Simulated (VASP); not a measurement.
# Si24H10C in VASP: further runs, part 2 of 2

VASP 6.6.1.

**3. Single point, PBE**

Input file INCAR:

```
  PREC = Accurate
  ENCUT = 400
  EDIFF = 1E-6
  ISMEAR = 0
  SIGMA = 0.05
  LREAL = Auto
  LASPH = T
  NELM = 60
  ALGO = Fast
  ISIF = 2
  LWAVE = F
  LCHARG = F
  GGA = PE
  ISYM = 0
  LUSENCCL = F
```

Input file KPOINTS:

```
regular mesh
0
Gamma
  1 1 1
```

Input file POSCAR:

```
Si24H10C                                
1.0
    7.6805938572      7.6805938572      0.0000000000
   -7.6805938572      7.6805938572      0.0000000000
    0.0000000000      0.0000000000     23.4276500000
  Si              H               C             
    48    20     2
Selective dynamics
Direct
     0.6883426454013633    0.3116566799932424    0.4095412937973399   T   T   T
     0.8156853673607317    0.6863207249285239    0.4090236640354094   T   T   T
     0.0381798111378950    0.9618197308482679    0.4430793754480448   T   T   T
     0.3136786823824207    0.1843136650736561    0.4090236725506227   T   T   T
     0.9623038019394384    0.5408039545790306    0.4389503339005935   T   T   T
     0.1989853445898711    0.8010152222893687    0.4195384921666832   T   T   T
[... 32 lines left out ...]
     0.5039715813125444    0.9959294366456444    0.2026873855432086   T   T   T
     0.4963927239223421    0.5036072721851010    0.2027725091209652   T   T   T
     0.8750000000000000    0.3750000000000000    0.1455075519999980   F   F   F
     0.8750000000000000    0.8750000000000000    0.1455075519999980   F   F   F
     0.1250000000000000    0.1250000000000000    0.1455075519999980   F   F   F
     0.3750000000000000    0.3750000000000000    0.1455075519999980   F   F   F
     0.1250000000000000    0.6250000000000000    0.1455075519999980   F   F   F
     0.3750000000000000    0.8750000000000000    0.1455075519999980   F   F   F
[... 16 lines left out ...]
     0.7016281893000027    0.5483718106999973    0.1067115139999970   F   F   F
     0.5483718106999973    0.7016281893000027    0.1067115139999970   F   F   F
     0.2732577423884934    0.6056373853284103    0.4808291873750080   T   T   T
     0.3943768028516372    0.7267590053678834    0.4808297386354631   T   T   T
     0.2462107696744810    0.8749494143786402    0.5263877110205896   T   T   T
     0.1250543072699172    0.7537845337486458    0.5263864622179222   T   T   T
     0.2977462007623119    0.7022544482409513    0.4867932854604693   T   T   T
     0.2158819235359829    0.7841270499606522    0.5121456507497143   T   T   T
```

Potentials or basis: VASP PAW PBE potentials, release 64 (Si, H, C).

The run is started by

```bash
cat potpaw_PBE.64/Si/POTCAR potpaw_PBE.64/H/POTCAR potpaw_PBE.64/C/POTCAR > POTCAR
mpirun -np 1 vasp_gam > vasp.out
```

Wall time 80 s (1 × NVIDIA H100 80GB with 1 thread of AMD EPYC 7R13 (Zen 3), shared host); peak memory 2 GiB.

It converged, with:

```
Free energy            : -332.1549 eV
Largest force          : 0.372 eV/Å
Band gap on the k mesh : 0.54 eV, direct
```

Forces in eV/Å, atoms in the order of the input:
```
Si  -0.124  0.000 -0.063
Si   0.138 -0.009 -0.096
Si  -0.027  0.000  0.081
Si   0.138  0.009 -0.096
Si  -0.071 -0.027  0.060
Si  -0.004  0.000  0.097
Si  -0.071  0.027  0.060
Si   0.062  0.000  0.065
Si  -0.041 -0.017  0.096
Si   0.005 -0.028  0.082
Si   0.005  0.028  0.082
Si   0.045 -0.028  0.097
Si  -0.021 -0.044  0.066
Si  -0.021  0.044  0.066
Si  -0.041  0.017  0.096
Si   0.045  0.028  0.097
Si   0.001  0.001  0.034
Si  -0.040 -0.054  0.095
Si  -0.040  0.054  0.095
Si  -0.002 -0.010  0.153
Si   0.009 -0.004  0.019
Si   0.009  0.004  0.019
Si   0.001 -0.001  0.034
Si  -0.002  0.010  0.153
Si   0.004  0.000 -0.002
Si  -0.003  0.002 -0.018
Si  -0.001  0.000 -0.031
Si  -0.003 -0.002 -0.018
Si  -0.012  0.001 -0.005
Si   0.006  0.000 -0.008
Si  -0.012 -0.001 -0.005
Si  -0.001  0.000 -0.024
Si   0.008  0.000 -0.056
Si  -0.011  0.001 -0.045
Si  -0.009  0.000 -0.041
Si  -0.011 -0.001 -0.045
Si   0.008  0.001 -0.042
Si   0.008  0.000 -0.044
Si   0.008 -0.001 -0.042
Si  -0.015  0.000 -0.044
Si   0.311  0.002 -0.142
Si  -0.324 -0.014 -0.183
Si  -0.324  0.014 -0.183
Si  -0.305  0.018 -0.159
Si   0.331 -0.018 -0.159
Si   0.331  0.018 -0.159
Si   0.311 -0.002 -0.142
Si  -0.305 -0.018 -0.159
H   -0.284 -0.028 -0.032
H    0.260  0.024  0.064
H   -0.261  0.035  0.063
H    0.288 -0.029 -0.040
H   -0.261 -0.035  0.063
H    0.288  0.029 -0.040
H   -0.261  0.026  0.060
H    0.295 -0.015 -0.029
H   -0.295  0.030 -0.040
H    0.263 -0.028  0.062
H   -0.295 -0.030 -0.040
H    0.263  0.028  0.062
H   -0.284  0.028 -0.032
H    0.260 -0.024  0.064
H   -0.261 -0.026  0.060
H    0.295  0.015 -0.029
H    0.005  0.000  0.019
H    0.003 -0.005  0.019
H    0.020 -0.011  0.017
H    0.021  0.013  0.016
C    0.005  0.006  0.028
C   -0.005 -0.004  0.047
```

Levels at points of the mesh, in eV from the valence-band top:
| k point | band 107 | band 108 | band 109 | band 110 | band 111 | band 112 | band 113 | band 114 |
| --- | --- | --- | --- | --- | --- | --- | --- | --- |
| (0.00, 0.00, 0.00) | -0.19 | -0.17 | -0.02 | 0.00 | 0.54 | 1.20 | 1.25 | 1.33 |

Caveat: the cutoff is under 1.25 times the usual one of these potentials, so pressure, stress and relaxed cells hold a basis-set (Pulay) error.

**4. Single point, RPBE**

INCAR: that of step 3 with these lines changed.

```diff
@@ -12,3 +12,3 @@
   LCHARG = F
-  GGA = PE
+  GGA = RP
   ISYM = 0
```

KPOINTS is that of step 3.

POSCAR is that of step 3.

The run is started by

```bash
cat potpaw_PBE.64/Si/POTCAR potpaw_PBE.64/H/POTCAR potpaw_PBE.64/C/POTCAR > POTCAR
mpirun -np 1 vasp_gam > vasp.out
```

Wall time 78 s (1 × NVIDIA H100 80GB with 1 thread of AMD EPYC 7R13 (Zen 3), shared host); peak memory 1.9 GiB.

It converged, with:

```
Free energy            : -320.7235 eV
Largest force          : 0.433 eV/Å
Band gap on the k mesh : 0.57 eV, direct
```

Forces in eV/Å, atoms in the order of the input:
```
Si  -0.103  0.000 -0.015
Si   0.121 -0.020 -0.045
Si  -0.075  0.000  0.164
Si   0.121  0.020 -0.045
Si  -0.033 -0.047  0.179
Si  -0.045  0.000  0.063
Si  -0.033  0.047  0.179
Si   0.048  0.000  0.190
Si  -0.019 -0.017  0.126
Si  -0.018 -0.014  0.107
Si  -0.018  0.014  0.107
Si   0.028 -0.028  0.126
Si  -0.011 -0.050  0.075
Si  -0.011  0.050  0.075
Si  -0.019  0.017  0.126
Si   0.028  0.028  0.126
Si   0.004  0.002  0.047
Si  -0.047 -0.056  0.112
Si  -0.047  0.056  0.112
Si  -0.001 -0.010  0.169
Si   0.010 -0.008  0.024
Si   0.010  0.008  0.024
Si   0.004 -0.002  0.047
Si  -0.001  0.010  0.169
Si   0.006  0.000 -0.004
Si  -0.003 -0.003 -0.023
Si  -0.005  0.000 -0.039
Si  -0.003  0.003 -0.023
Si  -0.013  0.004 -0.006
Si   0.007  0.000 -0.010
Si  -0.013 -0.004 -0.006
Si  -0.005  0.000 -0.031
Si   0.015  0.000 -0.054
Si  -0.018  0.000 -0.043
Si  -0.014  0.000 -0.041
Si  -0.018  0.000 -0.043
Si   0.014  0.000 -0.043
Si   0.014  0.000 -0.043
Si   0.014  0.000 -0.043
Si  -0.020  0.000 -0.045
Si   0.311  0.005 -0.246
Si  -0.324 -0.012 -0.288
Si  -0.324  0.012 -0.288
Si  -0.305  0.021 -0.264
Si   0.331 -0.019 -0.264
Si   0.331  0.019 -0.264
Si   0.311 -0.005 -0.246
Si  -0.305 -0.021 -0.264
H   -0.331 -0.028 -0.048
H    0.306  0.024  0.050
H   -0.308  0.035  0.049
H    0.334 -0.029 -0.056
H   -0.308 -0.035  0.049
H    0.334  0.029 -0.056
H   -0.307  0.027  0.046
H    0.341 -0.015 -0.045
H   -0.341  0.030 -0.055
H    0.309 -0.028  0.048
H   -0.341 -0.030 -0.055
H    0.309  0.028  0.048
H   -0.331  0.028 -0.048
H    0.306 -0.024  0.050
H   -0.307 -0.027  0.046
H    0.341  0.015 -0.045
H    0.002  0.024  0.042
H    0.000 -0.029  0.043
H    0.023 -0.020  0.038
H    0.024  0.022  0.038
C    0.261  0.006  0.004
C   -0.196 -0.004  0.234
```

Levels at points of the mesh, in eV from the valence-band top:
| k point | band 106 | band 107 | band 108 | band 109 | band 110 | band 111 | band 112 | band 113 | band 114 | band 115 |
| --- | --- | --- | --- | --- | --- | --- | --- | --- | --- | --- |
| (0.00, 0.00, 0.00) | -0.39 | -0.20 | -0.16 | -0.02 | 0.00 | 0.57 | 1.21 | 1.28 | 1.34 | 1.40 |

Caveat: the cutoff is under 1.25 times the usual one of these potentials, so pressure, stress and relaxed cells hold a basis-set (Pulay) error; the PAW data sets were made with another functional, which shifts forces and pressure a little.

**5. Single point, RPBE+D3(BJ)**

INCAR: that of step 4 with these lines changed.

```diff
@@ -13,2 +13,3 @@
   GGA = RP
+  IVDW = 12
   ISYM = 0
```

KPOINTS is that of step 4.

POSCAR is that of step 4.

Potentials or basis: VASP PAW PBE potentials, release 64 (Si, H, C).

The run is started by

```bash
cat potpaw_PBE.64/Si/POTCAR potpaw_PBE.64/H/POTCAR potpaw_PBE.64/C/POTCAR > POTCAR
mpirun -np 1 vasp_gam > vasp.out
```

OUTCAR:

```text
PREC = Accurate
   ENCUT = 400
   EDIFF = 1E-6
   ISMEAR = 0
   LREAL = Auto
   LASPH = T
   NELM = 60
   ISIF = 2
   GGA = RP
   IVDW = 12
   ISYM = 0
 IVDW          = 12

 ion  position               nearest neighbor table
   1  0.688  0.312  0.410-  15 2.34   9 2.34   8 2.34  20 3.14  24 3.14
   2  0.816  0.686  0.409-  10 2.32  16 2.34   5 2.35  24 3.12  18 3.12
   3  0.038  0.962  0.443-  11 2.41  10 2.41   6 2.53
[... 470 lines left out ...]
  -------------------------------------------------------------------------------------
  Total     -13.34108   -25.74885   -26.34146    -0.00296     0.00104    -0.49048
  in kB      -7.73309   -14.92520   -15.26870    -0.00172     0.00060    -0.28430
  external pressure =      -12.64 kB  Pullay stress =        0.00 kB

 VOLUME and BASIS-vectors are now :
 -----------------------------------------------------------------------------
  energy-cutoff  :      400.00
  volume of cell :     2764.07
      direct lattice vectors                 reciprocal lattice vectors
     7.680593857  7.680593857  0.000000000     0.065099133  0.065099133 -0.000000000
    -7.680593857  7.680593857  0.000000000    -0.065099133  0.065099133  0.000000000
     0.000000000  0.000000000 23.427650000     0.000000000 -0.000000000  0.042684606

 POSITION                                       TOTAL-FORCE (eV/Angst)
 -----------------------------------------------------------------------------------
      2.89317      7.68059      9.59459        -0.073026     -0.000005     -0.036897
      0.99360     11.53630      9.58246        -0.024129     -0.000501      0.067497
     -7.09410      7.68059     10.38031         0.347393     -0.000009     -0.389576
      0.99360      3.82488      9.58246        -0.024135      0.000501      0.067515
      3.23737     11.54476     10.28357        -0.002838      0.032791     -0.377225
     -4.62395      7.68060      9.82880        -0.329127      0.000120     -0.362043
[... 62 lines left out ...]
     -3.10686      7.68060     11.40442         0.201857      0.006112     -0.118927
     -4.36446      7.68066     11.99837        -0.229847     -0.003527      0.085068
 -----------------------------------------------------------------------------------
    total drift:                               -0.000017      0.000103     -0.034870

  FREE ENERGIE OF THE ION-ELECTRON SYSTEM (eV)
  ---------------------------------------------------
  free  energy   TOTEN  =      -374.8095787922 eV

  energy  without entropy=     -374.8095787922  energy(sigma->0) =     -374.80957879
```

It took 2.7 min on 1 × NVIDIA H100 80GB with 1 thread of AMD EPYC 7R13 (Zen 3), shared host; peak memory 2 GiB.

Results:

| Property | Result |
| --- | --- |
| Free energy | -374.8096 eV |
| Largest force | 0.522 eV/Å |
| Band gap on the k mesh | 0.57 eV, direct |
| Dispersion energy per atom | -0.773 eV |

Forces on the atoms (eV/Å):
```
Si  -0.073  0.000 -0.037
Si  -0.024 -0.001  0.067
Si   0.347  0.000 -0.390
Si  -0.024  0.001  0.068
Si  -0.003  0.033 -0.377
Si  -0.329  0.000 -0.362
Si  -0.003 -0.033 -0.377
Si   0.021  0.000 -0.388
Si  -0.153  0.213 -0.245
Si   0.199  0.269 -0.216
Si   0.199 -0.269 -0.216
Si   0.151  0.246 -0.242
Si  -0.184 -0.009 -0.110
Si  -0.184  0.009 -0.110
Si  -0.153 -0.213 -0.245
Si   0.150 -0.246 -0.242
Si  -0.006  0.002 -0.101
Si   0.079  0.144 -0.023
Si   0.079 -0.144 -0.023
Si   0.018  0.030 -0.158
Si  -0.012  0.003 -0.090
Si  -0.012 -0.003 -0.090
Si  -0.006 -0.002 -0.101
Si   0.018 -0.030 -0.158
Si   0.005  0.000 -0.001
Si   0.004 -0.001  0.079
Si  -0.005  0.000  0.051
Si   0.004  0.001  0.079
Si  -0.015  0.005  0.001
Si   0.007  0.000  0.003
Si  -0.015 -0.005  0.001
Si  -0.009  0.000  0.078
Si  -0.024  0.000  0.146
Si   0.023  0.002  0.159
Si   0.023  0.000  0.160
Si   0.023 -0.002  0.159
Si  -0.026  0.003  0.161
Si  -0.027  0.000  0.160
Si  -0.026 -0.003  0.161
Si   0.018  0.000  0.155
Si   0.290  0.005  0.238
Si  -0.301 -0.012  0.199
Si  -0.301  0.012  0.199
Si  -0.285  0.018  0.220
Si   0.308 -0.018  0.222
Si   0.308  0.018  0.222
Si   0.290 -0.005  0.238
Si  -0.285 -0.018  0.220
H   -0.299 -0.028  0.022
H    0.274  0.023  0.120
H   -0.276  0.035  0.119
H    0.303 -0.029  0.014
H   -0.276 -0.035  0.119
H    0.303  0.029  0.014
H   -0.275  0.026  0.116
H    0.309 -0.015  0.025
H   -0.309  0.029  0.015
H    0.277 -0.028  0.118
H   -0.309 -0.030  0.015
H    0.277  0.028  0.118
H   -0.299  0.028  0.022
H    0.274 -0.023  0.120
H   -0.275 -0.026  0.116
H    0.309  0.015  0.025
H   -0.053  0.030 -0.039
H   -0.055 -0.035 -0.038
H    0.023 -0.038 -0.066
H    0.023  0.041 -0.067
C    0.202  0.006 -0.119
C   -0.230 -0.004  0.085
```

Levels at points of the mesh, in eV from the valence-band top:
```csv
k point,band 107,band 108,band 109,band 110,band 111,band 112,band 113,band 114
"(0.00, 0.00, 0.00)",-0.20,-0.16,-0.02,0.00,0.57,1.21,1.28,1.34
```

Caveat: the cutoff is under 1.25 times the usual one of these potentials, so pressure, stress and relaxed cells hold a basis-set (Pulay) error; the PAW data sets were made with another functional, which shifts forces and pressure a little. A hybrid or GW would open this gap; RPBE tends to underestimate it.

**6. Summary**

```csv
task,level,cell,gap on the mesh (eV),largest force (eV/Å)
relaxation of the atoms,PBE+D3(BJ),atoms relaxed,0.54,-
single point,PBE,as given,0.54,0.37
single point,RPBE,as given,0.57,0.43
single point,RPBE+D3(BJ),as given,0.57,0.52
```

Alike in all rows: potentials or basis VASP PAW PBE potentials, release 64 (Si, H, C); no spin polarisation; k mesh 1 × 1 × 1; cutoff (eV) 400; smearing gaussian 0.05 eV.

On the cell as given the gap runs from 0.54 eV (PBE) to 0.57 eV (RPBE).

Caveats: the cutoff is under 1.25 times the usual one of these potentials, so pressure, stress and relaxed cells hold a basis-set (Pulay) error; the PAW data sets were made with another functional, which shifts forces and pressure a little (some runs).

Absolute energies hang on the potentials; compare differences alone.
